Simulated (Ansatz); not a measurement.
**HfN: a sublattice displacement scan**

Aim: for HfN, measure how stiffly every Hf atom is held.

Program: Ansatz 0.2.0. Level of theory: DFT r2SCAN, scalar-relativistic, plane waves, PAW. These are calculated values, not measurements.

## (1) The structure to begin with

It takes space group F-43m (No. 216, cubic). Conventional cell: a = 4.910 Å, b = 4.910 Å, c = 4.910 Å, α = 90.00°, β = 90.00°, γ = 90.00°. Around Hf (site symmetry -43m) lie 4 N at 2.13 Å. N (site symmetry -43m) has 4 Hf at 2.13 Å in its first shell of neighbours.

Coordinates:

```cif
data_structure
_symmetry_space_group_name_H-M 'F-43m'
_symmetry_Int_Tables_number 216
_cell_length_a 4.9096
_cell_length_b 4.9096
_cell_length_c 4.9096
_cell_angle_alpha 90.000
_cell_angle_beta 90.000
_cell_angle_gamma 90.000
_cell_volume 118.35
loop_
_atom_site_label
_atom_site_type_symbol
_atom_site_symmetry_multiplicity
_atom_site_Wyckoff_symbol
_atom_site_fract_x
_atom_site_fract_y
_atom_site_fract_z
_atom_site_occupancy
Hf1 Hf 4 a 0.00000 0.00000 0.00000 1
N1 N 4 c 0.25000 0.25000 0.25000 1
```

It goes back to an entry of the Materials Project, which need not be the stable form.

The cell is taken as given, not relaxed at this level.

## (2) Zero of energy

The reference gives a free energy of -16121.1479 eV, pressure -2.17 GPa, largest force 0.000 eV/Å and gap on the mesh none (metal). It was computed beforehand with the settings of the runs below.

## (3) Next: a sublattice displacement scan

Every Hf atom is moved by x along the Cartesian unit vector (0.000, 0.000, 1.000); the cell and all other atoms stay fixed. Forces below are components along that vector, summed over the moved atoms.

## (4) x = -0.100 Å

input.yaml

```yaml
crystal:
  lattice:
    - [0.0, 2.454822, 2.454822]
    - [2.454822, 0.0, 2.454822]
    - [2.454822, 2.454822, 0.0]
  atoms:
    - { symbol: Hf, position: [-0.0203680756, -0.0203680756, 0.0203680756] }
    - { symbol: "N", position: [0.75, 0.75, 0.75] }
basis:
  ecutwfc: 500
kpoints:
  mp_grid: { grid: [16, 16, 16] }
hamiltonian:
  xc: r2scan
scf:
  occupations: { method: gaussian, width: 0.15 }
output:
  forces: true
  stress: true
  eigenvalues: true
```

Run with:

```
> ansatz run input.yaml --threads 1 --pin off --max-ram 2560MiB --backend cpu --events-out ev --progress --plain --runs-dir out
```

## (5) x = 0.075 Å

Edit input.yaml of step 4 so:

```diff
@@ -6,3 +6,3 @@
   atoms:
-    - { symbol: Hf, position: [-0.0203680756, -0.0203680756, 0.0203680756] }
+    - { symbol: Hf, position: [0.0152760567, 0.0152760567, -0.0152760567] }
     - { symbol: "N", position: [0.75, 0.75, 0.75] }
```

## (6) x = -0.050 Å

Edit input.yaml of step 5 so:

```diff
@@ -6,3 +6,3 @@
   atoms:
-    - { symbol: Hf, position: [0.0152760567, 0.0152760567, -0.0152760567] }
+    - { symbol: Hf, position: [-0.0101840378, -0.0101840378, 0.0101840378] }
     - { symbol: "N", position: [0.75, 0.75, 0.75] }
```

## (7) x = 0.025 Å

Edit input.yaml of step 6 so:

```diff
@@ -6,3 +6,3 @@
   atoms:
-    - { symbol: Hf, position: [-0.0101840378, -0.0101840378, 0.0101840378] }
+    - { symbol: Hf, position: [0.0050920189, 0.0050920189, -0.0050920189] }
     - { symbol: "N", position: [0.75, 0.75, 0.75] }
```

## (8) At x = 0.087 Å

Edit input.yaml of step 7 so:

```diff
@@ -6,3 +6,3 @@
   atoms:
-    - { symbol: Hf, position: [0.0050920189, 0.0050920189, -0.0050920189] }
+    - { symbol: Hf, position: [0.0178220661, 0.0178220661, -0.0178220661] }
     - { symbol: "N", position: [0.75, 0.75, 0.75] }
```

(Steps that only read results are left out.)

**Question.** What will these runs give?

**Answer**, as computed:

```
                                                        quantity        value
force constant along x, from the points at -0.050, 0 and 0.025 Å  11.85 eV/Å²
```

The restoring force grows by 11.85 eV/Å per Å near the site. No sampled point lies below the undisturbed cell. The runs treat Hf without spin-orbit coupling. The final runs have no spin polarisation, so a magnetic state may lie lower.
